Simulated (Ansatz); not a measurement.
**Cu (bcc)**

Level of theory: DFT, PBE with spin–orbit coupling, two-component spinors; plane waves to 420 eV with PAW datasets (Ansatz 0.2.0), Γ-centred 20×20×20 mesh, 0.05 eV Gaussian smearing; PAW files: Ansatz's generated set soft_2.

```xyz
1
Lattice="-1.4422 1.4422 1.4422 1.4422 -1.4422 1.4422 1.4422 1.4422 -1.4422" Properties=species:S:1:pos:R:3 pbc="T T T"
Cu    0.0000    0.0000    0.0000
```

At room temperature and ambient pressure Cu is fcc.

The cell is relaxed to zero pressure at this level.

Path: Γ–H–N–Γ–P–H | P–N, with Γ = (0.000, 0.000, 0.000), H = (0.500, -0.500, 0.500), N = (0.000, 0.000, 0.500), P = (0.250, 0.250, 0.250) in reciprocal vectors of the calculation's cell.

**Question.** Is it a metal or an insulator, and if it has a gap, where are the band edges on this path?

**Answer.** A metal: bands cross the Fermi level.

Levels between -3 and 5 eV from the Fermi level at the path's named points:
| point | below E_F (eV) | above E_F (eV) |
| --- | --- | --- |
| Γ | -2.93 -2.93 -2.02 -2.02 -2.02 -2.02 |  |
| H | -1.55 -1.55 -1.55 -1.55 -1.36 -1.36 |  |
| N | -2.10 -2.10 -1.92 -1.92 -1.31 -1.31 -0.60 -0.60 | 4.25 4.25 |
| P | -1.91 -1.91 -1.91 -1.91 |  |

With 19 valence electrons in the calculation's cell and no magnetic order, the Kramers pairs of bands, two electrons each, can't all be full or empty: band theory demands a metal. (Only strong correlation, outside this picture, could make a Mott insulator of it.)
